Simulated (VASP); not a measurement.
Here is a VASP 6.6.1 calculation.

The input INCAR:

```
SYSTEM = KF
PREC     = Accurate       ! precision mode
ENCUT    = 600            ! plane-wave cutoff, eV
EDIFF    = 1E-6           ! SCF threshold, eV
ISMEAR   = 0              ! smearing method
SIGMA    = 0.02           ! smearing width, eV
LREAL    = .FALSE.        ! projectors in reciprocal space
LASPH    = .TRUE.         ! aspherical terms in the spheres
NELM     = 100            ! most SCF steps
ALGO     = Normal         ! electronic algorithm
ISIF     = 3              ! what is computed and relaxed
LWAVE    = .FALSE.        ! write WAVECAR
LCHARG   = .FALSE.        ! write CHGCAR
GGA      = PS             ! functional
IBRION   = 2              ! ionic algorithm
NSW      = 70             ! ionic steps
EDIFFG   = -0.005         ! ionic threshold
```

The input KPOINTS:

```
Automatic mesh
0
G
  8 8 8
  0 0 0
```

File POSCAR:

```
KF
1.0
    0.0000000000      2.7093664282      2.7093664282
    2.7093664282      0.0000000000      2.7093664282
    2.7093664282      2.7093664282      0.0000000000
K F
1 1
Direct
    0.0000000000      0.0000000000      0.0000000000
    0.5000000000      0.5000000000      0.5000000000
```

Potentials or basis: VASP PAW PBE potentials, release 64 (K_sv, F).

Launch:

```sh
$ cat potpaw_PBE.64/K_sv/POTCAR potpaw_PBE.64/F/POTCAR > POTCAR
$ mpirun -np 1 vasp_std > vasp.out
```

(1) Predict the relaxed volume.

(2) Estimate the relaxed cell.

## Answers

(1) 18.69 Å³/atom.

(2) a = 3.753 Å, b = 3.753 Å, c = 3.753 Å, α = 60.00°, β = 60.00°, γ = 60.00°.

Caveat: the PAW data sets were made with another functional, which shifts forces and pressure a little.
